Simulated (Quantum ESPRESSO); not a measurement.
Crystal: FeO.

```
CELL_PARAMETERS angstrom
2.61247 0.00000 0.00000
0.00000 2.61247 0.00000
0.00000 0.00000 2.61247
ATOMIC_POSITIONS crystal
Fe 0.00000 0.00000 0.00000
O 0.50000 0.50000 0.50000
```

The cell comes from a database or a generator and needn't be the stable form of this composition.

| Quantity | Value |
| --- | --- |
| Program | Quantum ESPRESSO 7.5 |
| Task | phonons |
| Functional | LDA |
| Potentials or basis | GBRV 1.5 LDA |
| Cutoff | 762 eV |
| Density cutoff | 6095 eV |
| k mesh | 8 × 8 × 8, shifted |
| Occupations | fermi-dirac, width 0.05 eV |
| Spin | collinear spin, ferromagnetic start |
| Starting moments | [3.0, 0.0] μB |
| Target pressure | 40 GPa |
| Form of the LDA correlation | PZ81 |
| Mixing beta | 0.3 |
| Most SCF iterations | 120 |
| SCF threshold | 4e-10 Ry |

The cell and the atoms were relaxed first at 40 GPa, to 7.53 Å³/atom (a = 2.469 Å, b = 2.469 Å, c = 2.469 Å, α = 90.00°, β = 90.00°, γ = 90.00°), and the response was taken there.

What is the highest optical frequency at the zone centre?

318 cm⁻¹, a mode of symmetry T1u (IR).

Optical modes at Γ, degenerate ones joined:
```
cm⁻¹  components  symmetry  active in
 318           3       T1u         IR
```

Caveat: the mesh is thin for the phonons of a metal; the volume moved by over 15 % at a fixed basis, so the end points are rough; the cell is more than 3 GPa from zero pressure, which shifts response properties; a cell with one magnetic atom can't hold antiferromagnetic order, which such compounds often take.
